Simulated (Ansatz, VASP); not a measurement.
**Two plane-wave programs on BN (Qingsongite)**

Contents of INCAR:

```
SYSTEM = BN
ALGO = Normal
EDIFF = 1E-7
ENCUT = 520
GGA = PS
ISIF = 2
ISMEAR = 0
LASPH = .TRUE.
LCHARG = .TRUE.
LELF = .TRUE.
LREAL = .FALSE.
LVHAR = .TRUE.
LWAVE = .FALSE.
NBANDS = 11
NELM = 80
PREC = Accurate
SIGMA = 0.01
```

The input KPOINTS:

```
k-points
0
G
  7 7 7
  0 0 0
```

The input POSCAR:

```
BN
1.0
    0.0000000000      1.8075000000      1.8075000000
    1.8075000000      0.0000000000      1.8075000000
    1.8075000000      1.8075000000      0.0000000000
B N
1 1
Direct
    0.0000000000      0.0000000000      0.0000000000
    0.2500000000      0.2500000000      0.2500000000
```

Input for Ansatz:

```yaml
crystal:
  lattice:
    - [0.0, 1.8075, 1.8075]
    - [1.8075, 0.0, 1.8075]
    - [1.8075, 1.8075, 0.0]
  atoms:
    - { symbol: B, position: [0.0, 0.0, 0.0] }
    - { symbol: "N", position: [0.25, 0.25, 0.25] }
basis:
  ecutwfc: 510.0
kpoints:
  mp_grid:
    grid: [7, 7, 7]
hamiltonian:
  xc: pbesol
scf:
  occupations:
    method: fixed
output:
  wannier:
    kmesh: [6, 6, 6]
    projections:
      - { species: "N", l: p }
    minimise: true
```

Alike in both runs: task single point; functional PBEsol; k mesh 7 × 7 × 7; no spin polarisation.

```csv
,VASP,Ansatz
version,VASP 6.6.1,Ansatz 0.2.0
potentials or method,"VASP PAW PBE potentials, release 64 (B, N)","plane waves, PAW"
plane-wave cutoff (eV),520,510
occupations,"gaussian, width 0.01 eV",fixed
valence electrons in the cell,8,8
```

Ansatz gave:

| Item | Value |
| --- | --- |
| gap on the k mesh at the Fermi level (eV) | 4.55 |

Q: What did VASP give for the same quantities?

A: gap on the k mesh at the Fermi level (eV): 4.53.

Caveats: the k mesh is coarse (spacing up to 0.43 Å⁻¹), so the values aren't converged; an odd mesh through Γ misses points on the zone boundary, where band edges often lie. Expect the measured gap to be larger: semilocal functionals such as PBEsol lack the derivative discontinuity.
